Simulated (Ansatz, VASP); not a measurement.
## Pd: VASP beside Ansatz

```
Pd
1.0
    -1.56173    1.56173    1.56173
     1.56173   -1.56173    1.56173
     1.56173    1.56173   -1.56173
Pd
1
Direct
  0.00000 0.00000 0.00000
```

This isn't the form of Pd at room conditions, which is fcc.

Alike in both runs: task single point; functional LDA; k mesh 12 × 12 × 12; occupations fermi-dirac, width 0.05 eV; no spin polarisation.

|  | VASP | Ansatz |
| --- | --- | --- |
| version | VASP 6.6.1 | Ansatz 0.2.0 |
| potentials or method | VASP PAW LDA potentials, release 64 (Pd) | Ansatz PAW |
| plane-wave cutoff (eV) | 520 | 420 |
| valence electrons in the cell | 10 | 18 |

Ansatz gave:

| Property | Result |
| --- | --- |
| gap on the k mesh at the Fermi level (eV) | none |
| pressure (GPa) | -12.4 |

Q: Which values does VASP return?

A: gap on the k mesh at the Fermi level (eV): none; pressure (GPa): -12.2.

A gap of «none» marks a metal or a gap that the smearing closes. The two sets of potentials don't hold the same shells in valence.

Caveats: the PAW data sets come from PBE, with cores solved anew for the run's functional, which leaves a small shift of forces and pressure (Ansatz).
